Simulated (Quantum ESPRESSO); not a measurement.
Crystal: MoS2.

```
Mo S
1.0
     3.22746    0.00000    0.00000
    -1.61373    2.79507    0.00000
     0.00000    0.00000    6.31247
Mo S
1 2
Direct
  0.00000 0.00000 0.50000
  0.66667 0.33333 0.74468
  0.33333 0.66667 0.25532
```

Measurements of this composition are mostly on another form, of space group No. 194.

Base run:

```yaml
Program: Quantum ESPRESSO 7.5
Functional: PBEsol
Potentials_or_basis: GBRV 1.5 PBEsol
Cutoff: 612 eV
Density_cutoff: 4898 eV
k_mesh: 9 × 9 × 4
Occupations: fermi-dirac, width 0.05 eV
Spin: no spin polarisation
Hubbard_terms: Mo d U = 1 eV
```

Its results: band gap on the k mesh none (metal or under the smearing width); pressure -3.7 GPa.

The run is repeated on the same cell with these changes: hubbard terms from Mo d U = 1 eV to Mo d U = 8 eV. What comes out?

Band gap on the k mesh none (metal or under the smearing width); pressure -2.8 GPa.

Caveats: this functional lacks dispersion, which binds the layers, so the pressure and a relaxed spacing across them are unreliable; U without spin polarisation on a metal has little footing.
